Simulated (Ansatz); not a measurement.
ZnS

The computed numbers are results of PBEsol, scalar-relativistic (no spin polarisation) in the plane-wave PAW code Ansatz at 420 eV, Γ-centred 10×10×6 mesh; PAW files: Ansatz's generated set soft_2.

```
Zn S
1.0
     3.78169    0.00000    0.00000
    -1.89084    3.27504    0.00000
     0.00000    0.00000    6.20982
Zn S
2 2
Direct
  0.33333 0.66667 0.00547
  0.66667 0.33333 0.50547
  0.33333 0.66667 0.37953
  0.66667 0.33333 0.87953
```

The chain of runs began from a cell as deposited in COD, expanded in volume.

(1) What is the static dielectric tensor, the lattice's part included?

(2) Give the Born effective charges (a third of the trace, site by site).

(3) Where do the optical modes lie for q → 0 along (0.00, 1.00, 0.00), with the long-range field?

(4) Sketch the imaginary part of the dielectric function for independent particles (no excitons, no local fields), averaged over directions.

Answers:

(1) 
```
8.65 0.00 0.00
0.00 8.65 0.00
0.00 0.00 9.19
```

(2) Zn 1.92; S -1.92 e.

(3) 69 (×2), 194, 277, 281, 287 (×2), 337, 338 cm⁻¹.

(4) On a grid of 0.25 eV up to 12 eV it peaks at 6.75 eV with ε2 = 12.1; the gap on the mesh is 2.15 eV, and the smallest direct one, where absorption can begin, 2.15 eV.
```
ħω (eV)     ε2
   0.00   0.00
   0.50   0.00
   1.00   0.00
   1.50   0.00
   2.00   0.00
   2.50   0.75
   3.00   1.08
   3.50   1.37
   4.00   2.70
   4.50   5.98
   5.00   9.28
   5.50  10.43
   6.00  10.29
   6.50   9.56
   7.00  10.81
   7.50   7.88
   8.00   6.37
   8.50   5.96
   9.00   3.59
   9.50   3.04
  10.00   3.38
  10.50   2.88
  11.00   1.96
  11.50   1.54
  12.00   1.50
```

The principal values of ε∞, 5.98, 6.11, give refractive indices of 2.44, 2.47 below the gap, so the crystal is birefringent.

The mean Born charge of Zn is 1.92 against a formal +2. The two nearly agree, as for rigid ions.

Semilocal functionals make the gap too small and so ε∞ somewhat too large. The program warned that the mesh may be too coarse for the response to a field.
